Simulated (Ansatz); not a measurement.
Runs of Ansatz 0.2.0 on ZnO (zincite). It takes space group P6_3mc (No. 186, hexagonal). The conventional cell has a = 3.249 Å, b = 3.249 Å, c = 5.206 Å, α = 90.00°, β = 90.00°, γ = 120.00°. Zn (site symmetry 3m) is surrounded by 4 O at 1.97 to 1.98 Å. Around O (site symmetry 3m) lie 4 Zn at 1.97 to 1.98 Å. 

| task | level | cell | k mesh | cutoff (eV) | points for each segment of the path | mesh quality | gap on the mesh (eV) | pressure (GPa) | relaxed volume (Å³/atom) |
| --- | --- | --- | --- | --- | --- | --- | --- | --- | --- |
| relaxation of cell and atoms | rPW86-PBE+rVV10 | relaxed | 9 × 9 × 5 | 420 | - | not flagged | 0.57 | 0.0 | (c) |
| relaxation of cell and atoms | PBE0 | relaxed | 5 × 5 × 3 | 420 | - | coarse | 3.21 | 0.0 | (a) |
| relaxation of cell and atoms | LC-wPBE | relaxed | 5 × 5 × 3 | 420 | - | coarse | 7.82 | 0.0 | (b) |
| band structure | PBE0 | as given | 5 × 5 × 3 | 420 | 4 | coarse | 3.22 | 0.3 | - |
| relaxation of cell and atoms | r2SCAN+D3(BJ) | relaxed | 9 × 9 × 5 | 500 | - | not flagged | 1.25 | 0.0 | 11.69 |

Alike in all rows: potentials or basis Ansatz PAW; no spin polarisation; smearing fermi-dirac 0.05 eV.

**Question.** Estimate the missing entries.

**Answer.** (a) 11.92; (b) 11.66; (c) 12.41.

Caveats: some runs use coarse meshes; the PAW data sets come from PBE, with cores solved anew for the run's functional, which leaves a small shift of forces and pressure; odd divisions of the mesh miss points on the zone boundary, where band edges often lie, so the gap on the mesh can be too wide (some runs); the plane-wave basis is chosen anew once the cell has moved, so the energies of steps on either side of that aren't comparable (some runs); the thresholds are loose for stress (some runs); the dispersion damping was fitted for another functional or another form of the correction (some runs).

A k mesh can miss the band edges.

Runs at the PBE level aren't shown here.
